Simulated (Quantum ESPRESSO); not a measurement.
# PbS (Galena) (Fm-3m) in Quantum ESPRESSO: settings compared, part 2 of 4

Quantum ESPRESSO 7.5.

### Step 3. Phonons, PBE, target pressure 15 GPa, at which the enthalpy is minimised

pw.in

```
&CONTROL
  calculation = 'scf'
  prefix = 'pwscf'
  outdir = './tmp'
  pseudo_dir = './pseudo'
  tprnfor = .true.
  tstress = .true.
  disk_io = 'low'
/
&SYSTEM
  ibrav = 0
  nat = 2
  ntyp = 2
  ecutwfc = 56
  nbnd = 16
  occupations = 'smearing'
  smearing = 'fd'
  degauss = 0.00367493
/
&ELECTRONS
  conv_thr = 4d-10
  electron_maxstep = 120
  mixing_beta = 0.5
/
ATOMIC_SPECIES
Pb   207.2000 Pb.upf
S     32.0600 S.upf
CELL_PARAMETERS angstrom
   0.0000000000    2.9657500000    2.9657500000
   2.9657500000    0.0000000000    2.9657500000
   2.9657500000    2.9657500000    0.0000000000
ATOMIC_POSITIONS crystal
Pb     0.0000000000    0.0000000000    0.0000000000
S      0.5000000000    0.5000000000    0.5000000000
K_POINTS automatic
4 4 4 1 1 1
```

relax.in

```
&CONTROL
  calculation = 'vc-relax'
  prefix = 'pwscf'
  outdir = './tmp'
  pseudo_dir = './pseudo'
  tprnfor = .true.
  tstress = .true.
  disk_io = 'low'
  nstep = 40
  forc_conv_thr = 0.0001
  etot_conv_thr = 1d-06
/
&SYSTEM
  ibrav = 0
  nat = 2
  ntyp = 2
  ecutwfc = 56
  nbnd = 16
  occupations = 'smearing'
  smearing = 'fd'
  degauss = 0.00367493
/
&ELECTRONS
  conv_thr = 4d-10
  electron_maxstep = 120
  mixing_beta = 0.5
/
&IONS
  ion_dynamics = 'bfgs'
/
&CELL
  cell_dynamics = 'bfgs'
  press = 150
  press_conv_thr = 0.2
/
ATOMIC_SPECIES
Pb   207.2000 Pb.upf
S     32.0600 S.upf
CELL_PARAMETERS angstrom
   0.0000000000    2.9657500000    2.9657500000
   2.9657500000    0.0000000000    2.9657500000
   2.9657500000    2.9657500000    0.0000000000
ATOMIC_POSITIONS crystal
Pb     0.0000000000    0.0000000000    0.0000000000
S      0.5000000000    0.5000000000    0.5000000000
K_POINTS automatic
4 4 4 1 1 1
```

gamma.in

```
&CONTROL
  calculation = 'bands'
  prefix = 'pwscf'
  outdir = './tmp'
  pseudo_dir = './pseudo'
  disk_io = 'low'
  verbosity = 'high'
/
&SYSTEM
  ibrav = 0
  nat = 2
  ntyp = 2
  ecutwfc = 56
  nbnd = 16
  occupations = 'smearing'
  smearing = 'fd'
  degauss = 0.00367493
/
&ELECTRONS
  conv_thr = 1d-08
  electron_maxstep = 120
  mixing_beta = 0.5
  diago_full_acc = .true.
  startingwfc = 'random'
/
ATOMIC_SPECIES
Pb   207.2000 Pb.upf
S     32.0600 S.upf
CELL_PARAMETERS angstrom
   0.0000000000    2.8196448640    2.8196448640
   2.8196448640    0.0000000000    2.8196448640
   2.8196448640    2.8196448640    0.0000000000
ATOMIC_POSITIONS crystal
Pb     0.0000000000    0.0000000000    0.0000000000
S      0.5000000000    0.5000000000    0.5000000000
K_POINTS crystal
1
0.0 0.0 0.0 1
```

scf2.in

```
&CONTROL
  calculation = 'scf'
  prefix = 'pwscf'
  outdir = './tmp'
  pseudo_dir = './pseudo'
  tprnfor = .true.
  tstress = .true.
  disk_io = 'low'
/
&SYSTEM
  ibrav = 0
  nat = 2
  ntyp = 2
  ecutwfc = 56
  nbnd = 16
  occupations = 'fixed'
/
&ELECTRONS
  conv_thr = 1d-13
  electron_maxstep = 120
  mixing_beta = 0.5
  startingpot = 'file'
/
ATOMIC_SPECIES
Pb   207.2000 Pb.upf
S     32.0600 S.upf
CELL_PARAMETERS angstrom
   0.0000000000    2.8196448640    2.8196448640
   2.8196448640    0.0000000000    2.8196448640
   2.8196448640    2.8196448640    0.0000000000
ATOMIC_POSITIONS crystal
Pb     0.0000000000    0.0000000000    0.0000000000
S      0.5000000000    0.5000000000    0.5000000000
K_POINTS automatic
4 4 4 1 1 1
```

ph.in

```
phonons of PbS
&INPUTPH
  prefix = 'pwscf'
  outdir = './tmp'
  tr2_ph = 1d-18
  fildyn = 'dyn'
  niter_ph = 90
  alpha_mix(1) = 0.7
  epsil = .true.
/
0.0000000000 0.0000000000 0.0000000000
```

dynmat.in

```
&INPUT
  fildyn = 'dyn'
  asr = 'crystal'
  lperm = .true.
  filout = 'dynmat.disp'
  fileig = 'dynmat.eig'
/
```

dynmat_lo.in

```
&INPUT
  fildyn = 'dyn'
  asr = 'crystal'
  filout = 'dynmat_lo.disp'
  fileig = 'dynmat_lo.eig'
  q(1) = 0
  q(2) = 0
  q(3) = 1
/
```

Potentials or basis: PseudoDojo 0.4.1 SR PBE standard.

Run with:

```sh
$ OMP_NUM_THREADS=1 pw.x -in pw.in > pw.out
$ OMP_NUM_THREADS=1 pw.x -in relax.in > relax.out
$ OMP_NUM_THREADS=1 pw.x -in gamma.in > gamma.out
$ OMP_NUM_THREADS=1 pw.x -in scf2.in > scf2.out
$ OMP_NUM_THREADS=1 ph.x -in ph.in > ph.out
$ OMP_NUM_THREADS=1 dynmat.x -in dynmat.in > dynmat.out
$ OMP_NUM_THREADS=1 dynmat.x -in dynmat_lo.in > dynmat_lo.out
```

pw.out:

```text
This program is part of the open-source Quantum ESPRESSO suite
     for quantum simulation of materials; please cite
[... 9 lines left out ...]
     --------------------
     sticks:   dense  smooth     PW     G-vecs:    dense   smooth      PW
     Sum         955     955    295                19891    19891    3287

     Using Slab Decomposition

     bravais-lattice index     =            0
     lattice parameter (alat)  =       7.9259  a.u.
     unit-cell volume          =     352.0710 (a.u.)^3
     number of atoms/cell      =            2
     number of atomic types    =            2
     number of electrons       =        20.00
     number of Kohn-Sham states=           16
     kinetic-energy cutoff     =      56.0000  Ry
     charge density cutoff     =     224.0000  Ry
     scf convergence threshold =      4.0E-10
     mixing beta               =       0.5000
     number of iterations used =            8  plain     mixing
     Exchange-correlation= PBE
                           (   1   4   3   4   0   0   0)

     celldm(1)=   7.925897  celldm(2)=   0.000000  celldm(3)=   0.000000
     celldm(4)=   0.000000  celldm(5)=   0.000000  celldm(6)=   0.000000

[... 8 lines left out ...]
               b(3) = (  0.707107  0.707107 -0.707107 )

     PseudoPot. # 1 for Pb read from file:
     Pb.upf
     Pseudo is Norm-conserving + core correction, Zval = 14.0
     Generated using ONCVPSP code by D. R. Hamann
     Using radial grid of 1678 points,  6 beta functions with:
                l(1) =   0
                l(2) =   0
                l(3) =   1
                l(4) =   1
                l(5) =   2
                l(6) =   2

     PseudoPot. # 2 for S  read from file:
     S.upf
     Pseudo is Norm-conserving + core correction, Zval =  6.0
     Generated using ONCVPSP code by D. R. Hamann
     Using radial grid of 1146 points,  6 beta functions with:
                l(1) =   0
                l(2) =   0
                l(3) =   1
                l(4) =   1
                l(5) =   2
                l(6) =   2

     atomic species   valence    mass     pseudopotential
     Pb               14.00   207.20000     Pb( 1.00)
     S                 6.00    32.06000     S ( 1.00)

     48 Sym. Ops., with inversion, found

   Cartesian axes

     site n.     atom                  positions (alat units)
         1        Pb     tau(   1) = (   0.0000000   0.0000000   0.0000000  )
         2        S      tau(   2) = (   0.7071068   0.7071068   0.7071068  )

     number of k points=    10  Fermi-Dirac smearing, width (Ry)=  0.0037
                       cart. coord. in units 2pi/alat
        k(    1) = (   0.0883883   0.0883883   0.0883883), wk =   0.0625000
        k(    2) = (   0.2651650   0.2651650  -0.0883883), wk =   0.1875000
        k(    3) = (  -0.2651650  -0.2651650   0.4419417), wk =   0.1875000
        k(    4) = (  -0.0883883  -0.0883883   0.2651650), wk =   0.1875000
        k(    5) = (   0.4419417   0.0883883   0.0883883), wk =   0.1875000
        k(    6) = (  -0.0883883  -0.4419417   0.6187184), wk =   0.3750000
        k(    7) = (   0.0883883  -0.2651650   0.4419417), wk =   0.3750000
        k(    8) = (  -0.6187184   0.0883883   0.0883883), wk =   0.1875000
        k(    9) = (   0.2651650   0.2651650   0.2651650), wk =   0.0625000
        k(   10) = (  -0.2651650  -0.2651650   0.7954951), wk =   0.1875000

     Dense  grid:    19891 G-vectors     FFT dimensions: (  40,  40,  40)

     Initial potential from superposition of free atoms

     starting charge      19.9978, renormalised to      20.0000
     Starting wfcs are   13 randomized atomic wfcs +    3 random wfcs

     Self-consistent Calculation

     iteration #  1     ecut=    56.00 Ry     beta= 0.50
     Davidson diagonalization with overlap
     ethr =  1.00E-02,  avg # of iterations =  5.7

     Threshold (ethr) on eigenvalues was too large:
     Diagonalizing with lowered threshold

     Davidson diagonalization with overlap
     ethr =  6.43E-04,  avg # of iterations =  1.4

     total energy              =    -162.88221343 Ry
     estimated scf accuracy    <       0.12495225 Ry

     iteration #  2     ecut=    56.00 Ry     beta= 0.50
     Davidson diagonalization with overlap
     ethr =  6.25E-04,  avg # of iterations =  2.1

     total energy              =    -162.91603329 Ry
     estimated scf accuracy    <       0.01637509 Ry

     iteration #  3     ecut=    56.00 Ry     beta= 0.50
     Davidson diagonalization with overlap
     ethr =  8.19E-05,  avg # of iterations =  3.7

     total energy              =    -162.91912670 Ry
     estimated scf accuracy    <       0.00097374 Ry

     iteration #  4     ecut=    56.00 Ry     beta= 0.50
     Davidson diagonalization with overlap
     ethr =  4.87E-06,  avg # of iterations =  6.6

     total energy              =    -162.91921327 Ry
     estimated scf accuracy    <       0.00002725 Ry

     iteration #  5     ecut=    56.00 Ry     beta= 0.50
     Davidson diagonalization with overlap
     ethr =  1.36E-07,  avg # of iterations =  1.9

     total energy              =    -162.91919503 Ry
     estimated scf accuracy    <       0.00004857 Ry

     iteration #  6     ecut=    56.00 Ry     beta= 0.50
     Davidson diagonalization with overlap
     ethr =  1.36E-07,  avg # of iterations =  2.0

     total energy              =    -162.91919658 Ry
     estimated scf accuracy    <       0.00000308 Ry

     iteration #  7     ecut=    56.00 Ry     beta= 0.50
     Davidson diagonalization with overlap
     ethr =  1.54E-08,  avg # of iterations =  2.0

     total energy              =    -162.91919699 Ry
     estimated scf accuracy    <       0.00000016 Ry

     iteration #  8     ecut=    56.00 Ry     beta= 0.50
     Davidson diagonalization with overlap
     ethr =  8.17E-10,  avg # of iterations =  2.2

     total energy              =    -162.91919702 Ry
     estimated scf accuracy    <       0.00000002 Ry

     iteration #  9     ecut=    56.00 Ry     beta= 0.50
     Davidson diagonalization with overlap
     ethr =  8.57E-11,  avg # of iterations =  2.7

     total energy              =    -162.91919702 Ry
     estimated scf accuracy    <          6.9E-10 Ry

     iteration # 10     ecut=    56.00 Ry     beta= 0.50
     Davidson diagonalization with overlap
     ethr =  3.47E-12,  avg # of iterations =  2.8

     End of self-consistent calculation

          k = 0.0884 0.0884 0.0884 (  2508 PWs)   bands (ev):

    -8.1019  -8.0995  -8.0995  -8.0855  -8.0855  -4.7591   2.2129   6.5820
     6.5820   6.8781  12.6949  13.1299  13.1299  15.3997  15.7890  15.7890

          k = 0.2652 0.2652-0.0884 (  2492 PWs)   bands (ev):

    -8.1120  -8.1058  -8.0981  -8.0772  -8.0663  -4.1250   0.8709   5.8359
     6.9854   8.1081  10.1220  11.1592  12.6110  16.1183  16.5175  18.3072

          k =-0.2652-0.2652 0.4419 (  2490 PWs)   bands (ev):

    -8.1330  -8.1096  -8.0958  -8.0639  -8.0520  -3.5970   0.0376   6.1479
     6.5654   7.7254   9.9957  11.2516  11.7211  16.5445  18.7493  18.9979

          k =-0.0884-0.0884 0.2652 (  2518 PWs)   bands (ev):

    -8.1138  -8.1059  -8.0924  -8.0837  -8.0714  -4.4161   1.5114   6.2337
     6.3117   7.6917  10.7182  12.7189  12.9863  14.6379  17.0507  17.3678

          k = 0.4419 0.0884 0.0884 (  2487 PWs)   bands (ev):

    -8.1687  -8.1150  -8.0781  -8.0639  -8.0550  -3.8168   1.0554   5.5943
     5.7597   6.2254  11.7956  12.8365  13.3147  14.1654  19.0937  19.1177

          k =-0.0884-0.4419 0.6187 (  2494 PWs)   bands (ev):

    -8.1908  -8.1004  -8.0835  -8.0678  -8.0461  -3.2615   0.6598   4.3097
     4.9661   7.1772  11.2809  12.9826  13.4656  15.6903  17.9817  20.3055

          k = 0.0884-0.2652 0.4419 (  2480 PWs)   bands (ev):

    -8.1489  -8.1004  -8.0945  -8.0684  -8.0569  -3.6417   0.4970   5.2712
     6.0533   7.5335  10.5422  11.9052  12.8152  15.7724  18.4654  19.0032

          k =-0.6187 0.0884 0.0884 (  2482 PWs)   bands (ev):

    -8.2208  -8.1211  -8.0660  -8.0486  -8.0450  -3.2930   1.1515   3.9457
     5.4415   5.6075  12.6127  13.7423  13.7953  14.3446  20.1621  20.2252

          k = 0.2652 0.2652 0.2652 (  2488 PWs)   bands (ev):

    -8.1147  -8.1147  -8.0997  -8.0596  -8.0596  -3.9102   0.2896   6.8480
     6.8480   8.1800   9.8127  11.0087  11.0087  16.4538  17.8877  17.8877

          k =-0.2652-0.2652 0.7955 (  2493 PWs)   bands (ev):

    -8.1600  -8.0955  -8.0878  -8.0724  -8.0570  -3.4009   0.3134   4.6755
     6.3316   7.1189  10.8753  11.7041  13.1416  16.5406  18.0877  18.2206

     the Fermi energy is     9.0078 ev

!    total energy              =    -162.91919702 Ry
     estimated scf accuracy    <          1.1E-11 Ry
     smearing contrib. (-TS)   =      -0.00000000 Ry
     internal energy E=F+TS    =    -162.91919702 Ry

     The total energy is F=E-TS. E is the sum of the following terms:
     one-electron contribution =     -35.82408600 Ry
     hartree contribution      =      30.47606901 Ry
     xc contribution           =     -46.34153594 Ry
     ewald contribution        =    -111.22964409 Ry

     convergence has been achieved in  10 iterations

     Forces acting on atoms (cartesian axes, Ry/au):

     atom    1 type  1   force =     0.00000000    0.00000000   -0.00000000
     atom    2 type  2   force =     0.00000000    0.00000000   -0.00000000

     Total force =     0.000000     Total SCF correction =     0.000000

     Computing stress (Cartesian axis) and pressure

          total   stress  (Ry/bohr**3)                   (kbar)     P=       21.00
   0.00014274   0.00000000   0.00000000           21.00        0.00        0.00
   0.00000000   0.00014274   0.00000000            0.00       21.00        0.00
   0.00000000   0.00000000   0.00014274            0.00        0.00       21.00

=------------------------------------------------------------------------------=
   JOB DONE.
=------------------------------------------------------------------------------=
```

Wall time 2.3 min (1 thread of Arm Neoverse V2, shared host); peak memory 0.06 GiB.

What came out:

```yaml
Free_energy: -2216.2729 eV
Relaxed_volume: 22.42 Å³/atom
Relaxed_cell: a = 3.988 Å, b = 3.988 Å, c = 3.988 Å, α = 60.00°, β = 60.00°, γ = 60.00°
Space_group_after_relaxing_to_0.05_Å: Fm-3m (No. 225)
Pressure_after_relaxing: 15.0 GPa
Electronic_dielectric_tensor_diagonal: 15.28
Born_charges_mean_of_the_diagonal: Pb +4.79; S -4.24 e
Highest_phonon_frequency_at_Γ_LO-TO_splitting_left_out: 165 cm⁻¹
Static_dielectric_tensor_diagonal: 44.90
```

The path:
| step | energy change (eV) | largest force (eV/Å) | pressure (GPa) | volume (Å³) |
| --- | --- | --- | --- | --- |
| 1 | 0.0000 | 0.0000 | 2.10 | 52.17 |
| 2 | 0.0909 | 0.0000 | 6.84 | 48.81 |
| 3 | 0.4331 | 0.0000 | 17.03 | 44.05 |
| 4 | 0.3467 | 0.0000 | 14.77 | 44.93 |
| 5 | 0.3551 | 0.0000 | 14.99 | 44.84 |
| 6 | 0.3552 | 0.0000 | 15.00 | 44.83 |

Final structure:
```xyz
2
Lattice="0.0000 2.8196 2.8196 2.8196 0.0000 2.8196 2.8196 2.8196 0.0000" Properties=species:S:1:pos:R:3 pbc="T T T"
Pb    0.0000    0.0000    0.0000
S     2.8196    2.8196    2.8196
```

Levels at points of the mesh, in eV from the valence-band top:
| k point | band 6 | band 7 | band 8 | band 9 | band 10 | band 11 | band 12 | band 13 | band 14 | band 15 |
| --- | --- | --- | --- | --- | --- | --- | --- | --- | --- | --- |
| (0.12, 0.12, 0.12) | -14.35 | -5.93 | -2.33 | -2.33 | -1.74 | 4.64 | 5.14 | 5.14 | 7.05 | 7.32 |

Phonon frequencies in cm⁻¹ (negative: imaginary):
```
              q point           frequencies
(0.000, 0.000, 0.000)  -1 -1 -1 165 165 165
```

Electronic dielectric tensor:
```
15.28  0.00  0.00
 0.00 15.28  0.00
 0.00  0.00 15.28
```

Born effective charge tensors (e):
atom 1, Pb
```
4.79 0.00 0.00
0.00 4.79 0.00
0.00 0.00 4.79
```
atom 2, S
```
-4.24  0.00  0.00
 0.00 -4.24  0.00
 0.00  0.00 -4.24
```

Optical modes at Γ, degenerate ones joined, polar ones without the macroscopic field:
```
cm⁻¹  components  symmetry  active in  IR intensity, summed ((D/Å)²/amu)
 165           3       T1u         IR                              50.84
```

Zone-centre frequencies without and with the macroscopic field along z (cm⁻¹):
```
                optical modes in rising order
       without                    165 165 165
with the field                    165 165 283
```

Static dielectric tensor, electrons and zone-centre modes:
```
44.90  0.00  0.00
 0.00 44.90  0.00
 0.00  0.00 44.90
```

Caveat: the mesh is thin for the dielectric tensor, Born charges and intensities, which usually come out too large; the cell is more than 3 GPa from zero pressure, which shifts response properties; the Born charges break their sum rule by 0.54 e, a sign of too thin a mesh. Spin-orbit coupling is left out, which matters for the levels of Pb.

[end of part 2 of 4]
